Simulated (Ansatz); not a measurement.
**TlBr: how the settings move a single-point run**

How sensitive is a single-point run of TlBr to its settings? A reference run comes first, then one run with altered input.

The COD entry's cell or inner coordinates are ideal or old and differ from later refinements, so a difference from it is no clean test against experiment.

Method: reference: DFT, PBE, all-electron LAPW, Dirac equation with spin-orbit coupling, in Ansatz 0.2.0.

## 1. Starting point

The structure is cubic, space group Pm-3m (No. 221). Conventional cell: a = 3.970 Å, b = 3.970 Å, c = 3.970 Å, α = 90.00°, β = 90.00°, γ = 90.00°. Tl (site symmetry m-3m) is surrounded by 8 Br at 3.44 Å. Br (site symmetry m-3m) is surrounded by 8 Tl at 3.44 Å.

Structure file:

```cif
data_structure
_symmetry_space_group_name_H-M 'P 1'
_symmetry_Int_Tables_number 1
_cell_length_a 3.9700
_cell_length_b 3.9700
_cell_length_c 3.9700
_cell_angle_alpha 90.000
_cell_angle_beta 90.000
_cell_angle_gamma 90.000
_cell_volume 62.57
loop_
_atom_site_label
_atom_site_type_symbol
_atom_site_fract_x
_atom_site_fract_y
_atom_site_fract_z
_atom_site_occupancy
Tl1 Tl 0.00000 0.00000 0.00000 1
Br1 Br 0.50000 0.50000 0.50000 1
```

## 2. Baseline

input.yaml

```yaml
crystal:
  lattice:
    - [3.97, 0.0, 0.0]
    - [0.0, 3.97, 0.0]
    - [0.0, 0.0, 3.97]
  atoms:
    - { symbol: Tl, position: [0.0, 0.0, 0.0] }
    - { symbol: Br, position: [0.5, 0.5, 0.5] }
kpoints:
  mp_grid: { grid: [8, 8, 8] }
  band_path:
    path:
      - [0.0, 0.0, 0.0]
      - [0.0, 0.5, 0.0]
      - [0.5, 0.5, 0.0]
      - [0.0, 0.0, 0.0]
      - [0.5, 0.5, 0.5]
      - [0.0, 0.5, 0.0]
      - [0.5, 0.5, 0.5]
      - [0.5, 0.5, 0.0]
    npoints: 5
scf:
  occupations: { method: fermi_dirac, width: 0.03 }
hamiltonian:
  xc: pbe
  pseudopotentials: { kind: all_electron, lapw: { basis_error: 0.001 } }
output:
  forces: true
  stress: true
  eigenvalues: true
magnetization:
  noncollinear: true
  spin_orbit: true
```

Launch:

```
$ ansatz run input.yaml --threads 1 --pin off --max-ram 2048MiB --backend cpu --events-out ev --progress --plain --runs-dir out
```

## 3. Variant: occupations.method tetrahedron, xc lda, width left out

Changes to input.yaml since step 2:

```diff
@@ -22,5 +22,5 @@
 scf:
-  occupations: { method: fermi_dirac, width: 0.03 }
+  occupations: { method: tetrahedron }
 hamiltonian:
-  xc: pbe
+  xc: lda
   pseudopotentials: { kind: all_electron, lapw: { basis_error: 0.001 } }
```

Q: Predict the outcome of this session. Wanted: for each run, ending; energy change; pressure; gap; force.

**Answer**, as computed:

```tsv
run	ending	energy change	pressure (GPa)	gap (eV)	force (eV/Å)	cycles	time
reference	converged	-	1.2	1.21	0.00	9	2 min
1: occupations.method tetrahedron, xc lda, width left out	converged	not comparable	-2.8	1.05	0.00	9	1.8 min
```

Residual by cycle in the longest SCF loop of each run; runs are numbered as in the table. The quantity is the density residual dr2, in eV.

```tsv
cycle	reference	run 1
1	0.469	0.415
2	0.209	0.179
3	0.0377	0.0343
4	0.00244	0.00198
5	7.5e-5	6.2e-5
6	7.9e-6	7.8e-6
7	2.5e-6	2.9e-6
8	3.5e-7	2.7e-7
9	1.0e-8	7.7e-9
```

What this shows: A change of functional puts the total energy on another scale; the pressure goes from 1.2 to -2.8 GPa and the gap on the mesh goes from 1.21 to 1.05 eV. The smearing changed too.

The gaps are Kohn-Sham values of a semilocal functional, not quasiparticle or optical gaps. Such gaps usually fall short of the measured ones.
